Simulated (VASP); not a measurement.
HfB2:

```
Hf B
1.0
     3.14000    0.00000    0.00000
    -1.57000    2.71932    0.00000
     0.00000    0.00000    3.48000
Hf B
1 2
Cartesian
  0.0000 0.0000 0.0000
  1.5700 0.9064 1.7400
  0.0000 1.8129 1.7400
```

Base run:

| Quantity | Value |
| --- | --- |
| Program | VASP 6.6.1 |
| Functional | PBE |
| Potentials or basis | VASP PAW PBE potentials, release 64 (Hf_pv, B) |
| Cutoff | 520 eV |
| k mesh | 10 × 10 × 8 |
| Occupations | fermi-dirac, width 0.05 eV |
| Spin | no spin polarisation |

Its results: band gap on the k mesh none (metal or under the smearing width); pressure 1.0 GPa.

Problem. The run is repeated on the same cell with these changes: functional from PBE to RPBE; occupations from fermi-dirac, width 0.05 eV to gaussian, width 0.05 eV. What comes out?

Solution. Band gap on the k mesh none (metal or under the smearing width); pressure 5.1 GPa.

Caveats: the PAW data sets were made with another functional, which shifts forces and pressure a little (some runs).

Not every run made on this cell is shown here.
